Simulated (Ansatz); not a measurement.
# O: how the settings move a single-point run

How sensitive is a single-point run of O to its settings? A reference run comes first, then one run with altered input.

Computed with Ansatz 0.2.0 (reference: DFT, PBE, PAW with Ansatz's default frozen-core files, scalar-relativistic, unless a step's input says otherwise).

2 further runs of the same task are left out: 2 that didn't finish.

**1. Starting point**

It takes space group R-3m (No. 166, trigonal). Conventional cell: a = 2.847 Å, b = 2.847 Å, c = 10.225 Å, α = 90.00°, β = 90.00°, γ = 120.00°. Around O (site symmetry 3m) lie 1 O at 0.97 Å.

As a file:

```
CELL_PARAMETERS angstrom
1.42335 0.82177 3.40830
-1.42335 0.82177 3.40830
0.00000 -1.64354 3.40830
ATOMIC_POSITIONS crystal
O 0.04731 0.04731 0.04731
O 0.95269 0.95269 0.95269
```

**2. The reference run**

input.yaml

```yaml
crystal:
  lattice:
    - [1.42335, 0.8217715057, 3.4083]
    - [-1.42335, 0.8217715057, 3.4083]
    - [0.0, -1.6435430113, 3.4083]
  atoms:
    - { symbol: O, position: [0.047314, 0.047314, 0.047314] }
    - { symbol: O, position: [0.952686, 0.952686, 0.952686] }
kpoints:
  mp_grid: { grid: [10, 10, 10] }
scf:
  occupations: { method: fermi_dirac, width: 0.03 }
hamiltonian:
  xc: pbe
  pseudopotentials: { kind: paw }
output:
  forces: true
  stress: true
  eigenvalues: true
  efg: { contact_densities: true }
  populations: true
  write_density: true
  write_potential: true
  elf: true
  volumetric_format: npy
```

On the command line:

```console
$ ansatz run input.yaml --threads 1 --pin off --max-ram 2048MiB --backend cpu --events-out ev --progress --plain --runs-dir out
```

**3. Variant: occupations.method tetrahedron_uncorrected, xc_grid 3, ecutrho_ratio 6, width left out**

Edit input.yaml of step 2 so:

```diff
@@ -11,3 +11,3 @@
 scf:
-  occupations: { method: fermi_dirac, width: 0.03 }
+  occupations: { method: tetrahedron_uncorrected }
 hamiltonian:
@@ -25 +25,4 @@
   volumetric_format: npy
+basis:
+  xc_grid: 3
+  ecutrho_ratio: 6
```

**Question.** What will these runs give? Wanted: for each run, ending; energy change; pressure; gap; force.

As calculated:

| run | ending | energy change | pressure (GPa) | gap (eV) | force (eV/Å) | cycles | time |
| --- | --- | --- | --- | --- | --- | --- | --- |
| reference | converged | 0 | 97.2 | 0.00 | 46.40 | 6 | 2.9 s |
| 1: occupations.method tetrahedron_uncorrected, xc_grid 3, ecutrho_ratio 6, width left out | converged | +11.6 meV/atom (σ→0) | 97.4 | 0.00 | 46.41 | 6 | 2.4 s |

Residual by cycle in the longest SCF loop of each run; runs are numbered as in the table. The quantity is the density residual dr2, in eV.

```
cycle  reference   run 1
    1     0.0309  0.0307
    2     0.0109  0.0103
    3     1.9e-4  7.2e-4
    4     8.8e-6  2.4e-5
    5     3.4e-7  3.7e-7
    6     4.6e-9  9.3e-9
```

What this shows: Changing the smearing and numerical grids moves the energy by +11.6 meV/atom (σ→0 values). Semilocal functionals close small gaps, so the missing gap need not be the real solid's. The structure is not at rest: the sound run finds 97 GPa, so these are no properties of the relaxed crystal. 
